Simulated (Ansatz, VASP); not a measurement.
## Sb (Sb monolayer (from R-3m)): VASP beside Ansatz

One calculation is typed for both programs; each brings its own data sets and cutoff. How far apart do they land? The cell is taken from a series of runs on this material, whose earlier steps may have relaxed or scaled it; both programs get it as it stands.

Method: plane waves, with VASP 6.6.1 beside it; single point at PBE with D3(BJ), in Ansatz 0.2.0.

## Step 1: The structure

The cell holds 2 atoms: 2 Sb. Its edges and angles: a = 4.068 Å, b = 4.068 Å, c = 30.000 Å, α = 90.0°, β = 90.0°, γ = 120.0°. Vacuum lies along c.

## Step 2: Ansatz: single point, PBE with D3(BJ)

Ansatz runs on its default PAW (the set named soft_2) files.

With cell and atoms fixed, the geometry can't cause a difference; cores, projectors, grids and the points listed under the comparison can.

File input.yaml:

```yaml
crystal:
  lattice:
    - [4.0675244992, 0.0, 0.0]
    - [-2.0337622496, 3.5225795468, 0.0]
    - [0.0, 0.0, 30.0]
  atoms:
    - { symbol: Sb, position: [1.0, 1.0, 0.5275002235] }
    - { symbol: Sb, position: [0.6666666667, 0.3333333333, 0.4724997765] }
  periodic: [true, true, false]
basis:
  ecutwfc: 420
  xc_grid: 2
hamiltonian:
  xc: pbe
  dispersion: d3bj
kpoints:
  mp_grid: { grid: [6, 6, 1] }
  band_path: { path: [VBM, CBM], npoints: 1 }
scf:
  occupations: { method: fixed }
  max_iter: 100
output:
  forces: true
  eigenvalues: true
  write_potential: true
  volumetric_format: npy
```

Launch:

```bash
$ ansatz run input.yaml --threads 4 --pin off --max-ram 10362MiB --backend cpu --events-out ev --progress --plain --runs-dir out
```

Numbers of over 12 decimals in the logs are rounded to 6 here.

Log:

```text
Engine: ansatz 0.2.0, aarch64-unknown-linux-gnu
Pseudopotentials: kind: paw
Pseudopotential: Sb, paw, valence charge 15, recommended cutoff 420 eV (normal), Sb.paw.azcp
Functional definition: PBE
  parameter kappa = 0.804
  parameter beta = 0.066725
  exchange = pbe_x(kappa = kappa, mu = beta*pi^2/3)
  correlation = pbe_c(beta = beta)
Crystal: 2 atoms, lattice volume = 429.845 Å³
Basis set: ecut = 420 eV, 8369 PW (Γ), exchange–correlation on 60×60×432 points (8 copies of the dense FFT grid, shifted against one another)
Bands: 19, of which v1, the nominal top of the filled ones, is band 15 counted from 1 (14 counted from 0)
Symmetry: 12 space group operations
Space group: P-3m1 (ITA 164), of the structure as read, at distance tolerance 7.5e-5 Å
k-points: 7 of 36
Non-local potential: Sb, projectors of the file, l = 0: 2, l = 1: 2, l = 2: 2, l = 3: 2
PAW form: soft (Blöchl's): semilocal exchange-correlation on the pseudo side does not see the compensation charge
PAW one-centre angular grid: Sb, 590 points (default); XC on 64 Gauss nodes
Initial density: superposition of atomic densities (neutral atoms: chi_scale 0, normalization atom), corrected by the library's trained network
Initial wavefunctions: pseudopotential atomic-orbital guess
Functional: x = pbe(κ = 0.804, μ = 0.219515), c = pbe(β = 0.066725)
SCF iter   1: F=—  HF=-12969.269433 eV  |F-HF|=—  |Δ(HF+E_count)|=         —  Δρ=6.50e-4  dr2=3.76e-3  ethr=1.77e-3  ⟨swp⟩=7.0  Hψ=679  notcnv=0  defer=10
preconditioner: auto → none  [insulator: Δε(μ)=1.200 eV  Ē_g=7.963 eV  n_scr=16 (ndim 8)  ℏωp=5.7 eV  f_vac=0.795  ε∞_Penn≈1.5]
SCF iter   2: F=—  HF=-12969.268341 eV  |F-HF|=—  |Δ(HF+E_count)|=   1.09e-3  Δρ=3.33e-4  dr2=5.38e-4  ethr=1.25e-5  ⟨swp⟩=4.3  Hψ=392  notcnv=0  defer=13
SCF iter   3: F=—  HF=-12969.268960 eV  |F-HF|=—  |Δ(HF+E_count)|=   6.19e-4  Δρ=1.19e-4  dr2=6.66e-5  ethr=1.79e-6  ⟨swp⟩=3.1  Hψ=291  notcnv=0  defer=12
SCF iter   4: F=—  HF=-12969.269165 eV  |F-HF|=—  |Δ(HF+E_count)|=   2.05e-4  Δρ=2.34e-5  dr2=2.81e-6  ethr=2.22e-7  ⟨swp⟩=3.4  Hψ=281  notcnv=0  defer=13
SCF iter   5: F=—  HF=-12969.269172 eV  |F-HF|=—  |Δ(HF+E_count)|=   6.97e-6  Δρ=1.04e-5  dr2=7.09e-7  ethr=9.38e-9  ⟨swp⟩=3.0  Hψ=266  notcnv=0  defer=13
SCF iter   6: F=-12969.269171 eV  HF=-12969.269171 eV  |F-HF|=2.80e-8  |Δ(HF+E_count)|=   1.58e-7  Δρ=1.74e-6  dr2=1.25e-8  ethr=3.33e-10  ⟨swp⟩=26.6  Hψ=1867  notcnv=0
SCF 1 converged in 6 iterations: F = -12969.269171 eV  dr2 = 1.25e-8
  greatest PAW one-centre occupation: 0.996 electrons in one spin orbital (limit 2), on the Sb atom at site 1 (counted from 0), in its partial waves of l = 2
NSCF: frozen V_eff on 7 k-points
NSCF: frozen V_eff on 6 k-points
[...]
SCF converged after 6 iterations
Free energy (F): -12969.269171 eV
Harris-Foulkes:  -12969.269171 eV  (|F-HF|=2.80e-8)
Internal energy: -12969.269171 eV  (E = F + TS)
E sigma→0 (E₀):  -12969.269171 eV
Fermi energy:    -4.682811 eV
--- Per-component energies (eV) ---
  E_band       = -757.025945
  E_kinetic    = 413.063614
  E_local      = -39641.135915  (includes V_loc(G=0)·N_el)
  E_nonlocal   = 724.364474
  E_hartree    = 19463.296304
  E_xc         = -275.953588
  E_vxc        = -191.095164  (∫ρ·V_xc dr)
  E_paw        = -9150.638688  (= ΣΔE_a)
  E_vpaw       = -988.810573  (= ΣTr[D̂ρ^β])
  E_aug_tail   = -0.000003  (compensation charges beyond the density's cutoff)
  E_ewald      = 15498.207916
  E_disp       = -0.473285  (pairwise vdW)
  E_smearing   = -0.000000  (= −TS)
  E_closure    = 0.000000  (closes the sum)
  Σ components = -12969.269171   (vs F -12969.269171, Δ=0.00e0)
--- Forces (eV/Å), atoms counted from 1 ---
  atom   1  Sb    -0.00000000     0.00000000    -0.01650721
  atom   2  Sb     0.00000000    -0.00000000     0.01650721
  max |Σ_I F_I| component: 4.63e-18 eV/Å
--- Band table (eV; the first three rows and the last of 7) ---
  k-point 0: bands = [... 11 lower, -11.1667, -5.4978, -4.6828, -4.6828, -3.0199, -1.8977, -1.8977, -0.5394]
  k-point 1: bands = [... 11 lower, -11.1597, -6.5531, -5.3840, -5.2561, -2.9400, -1.4132 (-1.4132°), -1.3672, -0.1742]
  k-point 2: bands = [... 11 lower, -11.6695, -7.8747, -6.0111, -5.6665, -3.5060, -1.6914, -1.1512, 0.5608]
  k-point 6: bands = [... 11 lower, -13.2670, -8.3652, -6.6375, -6.6375, -3.3600, -1.1904, -1.1904, 1.8429]
  ° read free of the cell's end (the report's vacuum.weakly_bound_levels)
```

## Step 3: VASP: single point, PBE with D3(BJ)

The same cell, functional and mesh now go to VASP, with its own data sets and cutoff.

Lines of VASP's logs that name or quote its potential files are left out, and so is its time.

File INCAR:

```
SYSTEM = Sb
PREC = Accurate
ENCUT = 400
EDIFF = 1E-06
NELM = 100
ISMEAR = 0
SIGMA = 0.01
LREAL = .FALSE.
ALGO = Normal
GGA = PE
IVDW = 12
NBANDS = 11
LORBIT = 11
LWAVE = .FALSE.
LCHARG = .FALSE.
KPAR = 4
ISIF = 0
LDIPOL = .TRUE.
IDIPOL = 3
DIPOL = 0.5 0.5 0.5
LVHAR = .TRUE.
```

File POSCAR:

```
Sb
1.0
    4.0675244992      0.0000000000      0.0000000000
   -2.0337622496      3.5225795468      0.0000000000
    0.0000000000      0.0000000000     30.0000000000
Sb
2
Direct
    0.0000000000      0.0000000000      0.5275002235
    0.6666666667      0.3333333333      0.4724997765
```

File KPOINTS:

```
Automatic mesh
0
Gamma
6 6 1
0 0 0
```

The projector-augmented-wave data sets are Sb (PBE family, release 64).

Launch:

```bash
$ mpirun -np 4 vasp_std
```

Log:

```text
[banner, memory and clock lines left out]
running    4 mpi-ranks, on    1 nodes
 distrk:  each k-point on    1 cores,    4 groups
 distr:  one band on    1 cores,    1 groups

 POSCAR found type information on POSCAR Sb
 POSCAR found :  1 types and       2 ions
 LDA part: xc-table for (Slater+PW92), standard interpolation
 POSCAR, INCAR and KPOINTS ok, starting setup
 FFT: planning ... GRIDC
 FFT: planning ... GRID_SOFT
 FFT: planning ... GRID
 WAVECAR not read
 entering main loop
       N       E                     dE             d eps       ncg     rms          rms(c)
DAV:   1     0.561001062966E+02    0.56100E+02   -0.20553E+03   154   0.434E+02
DAV:   2    -0.335338508019E+01   -0.59453E+02   -0.53410E+02   245   0.777E+01
DAV:   3    -0.805046899779E+01   -0.46971E+01   -0.46890E+01   232   0.315E+01
DAV:   4    -0.812622479661E+01   -0.75756E-01   -0.75712E-01   195   0.475E+00
DAV:   5    -0.812760527858E+01   -0.13805E-02   -0.13805E-02   213   0.791E-01    0.305E+00
DAV:   6    -0.809705321187E+01    0.30552E-01   -0.15587E-02   186   0.641E-01    0.187E+00
DAV:   7    -0.807701403153E+01    0.20039E-01   -0.39752E-02   184   0.100E+00    0.107E-01
DAV:   8    -0.807686961422E+01    0.14442E-03   -0.20838E-03   197   0.247E-01    0.322E-02
DAV:   9    -0.807673178206E+01    0.13783E-03   -0.17920E-04   216   0.718E-02    0.182E-02
DAV:  10    -0.807668891855E+01    0.42864E-04   -0.89722E-05   169   0.362E-02    0.101E-02
DAV:  11    -0.807672938166E+01   -0.40463E-04   -0.50384E-05   166   0.250E-02    0.755E-03
DAV:  12    -0.807688332117E+01   -0.15394E-03   -0.32795E-05   163   0.225E-02    0.298E-03
DAV:  13    -0.807694848467E+01   -0.65164E-04   -0.28335E-06   191   0.878E-03    0.148E-03
DAV:  14    -0.807699015827E+01   -0.41674E-04   -0.25931E-06   182   0.660E-03    0.815E-04
DAV:  15    -0.807701363498E+01   -0.23477E-04   -0.67823E-07   187   0.268E-03    0.445E-04
DAV:  16    -0.807702096877E+01   -0.73338E-05   -0.19949E-07   204   0.120E-03    0.254E-04
DAV:  17    -0.807702452870E+01   -0.35599E-05   -0.10694E-07   185   0.805E-04    0.151E-04
DAV:  18    -0.807702617518E+01   -0.16465E-05   -0.30201E-08   150   0.396E-04    0.796E-05
DAV:  19    -0.807702730568E+01   -0.11305E-05   -0.20038E-08   155   0.294E-04    0.576E-05
DAV:  20    -0.807702755600E+01   -0.25033E-06   -0.14373E-09   143   0.106E-04
   1 F= -.85504312E+01 E0= -.85504312E+01  d E =-.304712E-21
```

OUTCAR, selected parts (step 3):

```text
ion  position               nearest neighbor table
   1  0.000  0.000  0.528-   2 2.87   2 2.87   2 2.87
   2  0.667  0.333  0.472-   1 2.87   1 2.87   1 2.87

  LATTYP: Found a hexagonal cell.
 ALAT       =     4.0675244992
 C/A-ratio  =     7.3754933759

 Subroutine GETGRP returns: Found 12 space group operations
 (whereof  6 operations were pure point group operations)

The static configuration has the point symmetry C_3v.
 The point group associated with its full space group is D_3d.

 Found      7 irreducible k-points:

   k-points           NKPTS =      7   k-points in BZ     NKDIM =      7   number of bands    NBANDS=     11

   dimension x,y,z NGX =    28 NGY =   28 NGZ =  196
   dimension x,y,z NGXF=    56 NGYF=   56 NGZF=  392

   ENCUT  =  400.0 eV  29.40 Ry    5.42 a.u.   6.63  6.63 48.92*2*pi/ulx,y,z

   NELECT =      10.0000    total number of electrons

 k-points in reciprocal lattice and weights: Automatic mesh
   0.00000000  0.00000000  0.00000000       0.028
   0.16666667 -0.00000000  0.00000000       0.167
   0.33333333  0.00000000  0.00000000       0.167
   0.50000000  0.00000000  0.00000000       0.083
   0.16666667  0.16666667  0.00000000       0.167
   0.33333333  0.16666667  0.00000000       0.333
   0.33333333  0.33333333  0.00000000       0.056

 dipolmoment           0.000000      0.000000      0.000000 electrons x Angstroem

 average (electrostatic) potential at core
       1 -95.4664       2 -95.4664

 E-fermi :  -3.0562

 k-point     1 :       0.0000    0.0000    0.0000
  band No.  band energies     occupation
      1     -14.6227      2.00000
      2      -9.5499      2.00000
      3      -3.8921      2.00000
      4      -3.1206      2.00000
      5      -3.1206      2.00000
      6      -1.4874      0.00000
      7      -0.3233      0.00000
      8      -0.3233      0.00000
      9       1.0511      0.00000
     10       1.3264      0.00000
    ...

 k-point     2 :       0.1667   -0.0000    0.0000
  band No.  band energies     occupation
      1     -14.3195      2.00000
      2      -9.5479      2.00000
      3      -5.0002      2.00000
      4      -3.7751      2.00000
      5      -3.6953      2.00000
      6      -1.3723      0.00000
      7       0.1691      0.00000
      8       0.1997      0.00000
      9       1.4127      0.00000
     10       1.6672      0.00000
    ...

 k-point     3 :       0.3333    0.0000    0.0000
  band No.  band energies     occupation
      1     -13.4640      2.00000
      2     -10.0854      2.00000
      3      -6.2988      2.00000
      4      -4.4519      2.00000
      5      -4.0558      2.00000
      6      -1.9385      0.00000
      7      -0.1225      0.00000
      8       0.4402      0.00000
      9       2.1474      0.00000
     10       2.2753      0.00000
    ...

 Edisp (eV)   -0.47340

  energy-cutoff  :      400.00
  volume of cell :      429.85
      direct lattice vectors                 reciprocal lattice vectors
     4.067524499  0.000000000  0.000000000     0.245849779  0.141941436  0.000000000
    -2.033762250  3.522579547  0.000000000     0.000000000  0.283882872  0.000000000
     0.000000000  0.000000000 30.000000000     0.000000000  0.000000000  0.033333333

 POSITION                                       TOTAL-FORCE (eV/Angst)
 -----------------------------------------------------------------------------------
      0.00000      0.00000     15.82501         0.000000     -0.000000      0.072434
      2.03376      1.17419     14.17499        -0.000000      0.000000     -0.072434
 -----------------------------------------------------------------------------------
    total drift:                               -0.000000      0.000000      0.000005

  FREE ENERGIE OF THE ION-ELECTRON SYSTEM (eV)
  ---------------------------------------------------
  free  energy   TOTEN  =        -8.5504312201 eV

  energy  without entropy=       -8.5504312201  energy(sigma->0) =       -8.55043122

 vacuum level on the upper side and lower side of the slab         1.601         1.601

 total charge
# of ion       s       p       d       tot
------------------------------------------
    1        1.210   1.173   0.028   2.410
    2        1.210   1.173   0.028   2.410
--------------------------------------------------
tot          2.419   2.346   0.055   4.821

[... 3 further parts left out ...]
```

## Step 4: Side by side

Known differences besides the PAW data sets themselves: fixed occupations in Ansatz, narrow Gaussian smearing in VASP; Ansatz cuts the interaction across the vacuum, VASP repeats the sheet with a dipole correction; the data sets hold 30 valence electrons in Ansatz (default PAW (the set named soft_2) files) and 10 in VASP; the cutoff is 420 eV in Ansatz and 400 eV in VASP; VASP leaves aspherical gradient terms in its spheres out (LASPH is not set), Ansatz keeps them. Total energies have different zeros and are not compared.

Both answers:

```
              quantity  Ansatz   VASP  difference
gap on the k mesh (eV)   1.177  1.182      -0.005
```

Forces (eV/Å; atoms numbered as in POSCAR):

```
atom        Ansatz x, y, z          VASP x, y, z
 Sb1  0.000, 0.000, -0.017   0.000, 0.000, 0.072
 Sb2   0.000, 0.000, 0.017  0.000, 0.000, -0.072
```

The forces differ by 51 meV/Å r.m.s., which is 122.8 % of the r.m.s. force of 0.04 eV/Å (both taken over all components).

## Step 5: Looking for the cause

The difference is large enough to ask for its cause, so further runs change the set-up of one program at a time, as the table lists.

```
                                                   run  r.m.s. force difference (meV/Å)
                                              as above                               51
VASP with the data sets Sb_d_GW and a cutoff of 520 eV                             0.14
```

## Step 6: Results

* r.m.s. force difference (single point, PBE with D3(BJ)): 51 meV/Å

What this shows: The r.m.s. force difference is 51 meV/Å (single point, PBE with D3(BJ)), beyond the 12 meV/Å picked in this series as the mark of a large difference. For single point, PBE with D3(BJ): with VASP with the data sets Sb_d_GW and a cutoff of 520 eV the r.m.s. force difference shrinks in size, from 51 to 0.14 meV/Å. Differences of this kind measure data sets and numerical settings, not the functional's error against experiment.

[Lines on the potential files, build, host, timing and source positions are cut from VASP's logs without a mark.]

[Logs are printed without paths, hosts, clocks, repeated set-up lines and the standing remarks that a program may print on its own settings, such as how far it seeks lower states.]

[Hosts, paths, dates, database ids (printed as entryN), source tags and the programs' standing remarks are cut or masked in the printed files.]
